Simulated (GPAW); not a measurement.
The system is AlAu.

```xyz
2
Lattice="3.4729 0.0000 0.0000 0.0000 3.4729 0.0000 0.0000 0.0000 3.4729" Properties=species:S:1:pos:R:3 pbc="T T T"
Au    1.7364    1.7364    1.7364
Al    0.0000    0.0000    0.0000
```

The cell comes from a database or a generator and needn't be the stable form of this composition.

The cell isn't the ideal one: volume scaled by 1.25.

| Item | Value |
| --- | --- |
| Program | GPAW 26.7.0 |
| Task | relaxation of cell and atoms |
| Functional | LDA |
| Potentials or basis | the program's PAW data sets (release 1.2.1) made for this functional |
| Cutoff | 600 eV |
| Basis | pw |
| k mesh | 8 × 8 × 8 |
| Occupations | methfessel-paxton, width 0.1 eV |
| Spin | no spin polarisation |

At the start: pressure -16.6 GPa; volume 20.94 Å³/atom.

Task: How do energy, volume and symmetry change on relaxing?

Result: Over 5 steps the energy falls by 384.5 meV/atom and the volume is 15.78 Å³/atom (-24.7 %); space group Pm-3m (No. 221, to 0.05 Å).

The path:
```tsv
step	energy change (eV)	largest force (eV/Å)	pressure (GPa)	volume (Å³)
1	0.0000	0.0000	-16.61	41.89
2	-0.1960	0.0000	-16.30	39.98
3	-0.7149	0.0000	9.66	29.62
4	-0.7574	0.0000	-3.95	32.46
5	-0.7689	0.0000	-0.25	31.55
```

Final structure:
```
CELL_PARAMETERS angstrom
3.15986 0.00000 0.00000
0.00000 3.15986 0.00000
0.00000 0.00000 3.15986
ATOMIC_POSITIONS crystal
Au 0.50000 0.50000 0.50000
Al 0.00000 0.00000 0.00000
```

Caveat: with this Au data set, volumes or pressures lay over 1.5 % or 2 GPa off other programs in two to four cells of ten; later steps reuse the first step's grids; this smearing can pin the Fermi level at a band edge; the volume moved by over 15 % at a fixed basis, so the end points are rough.
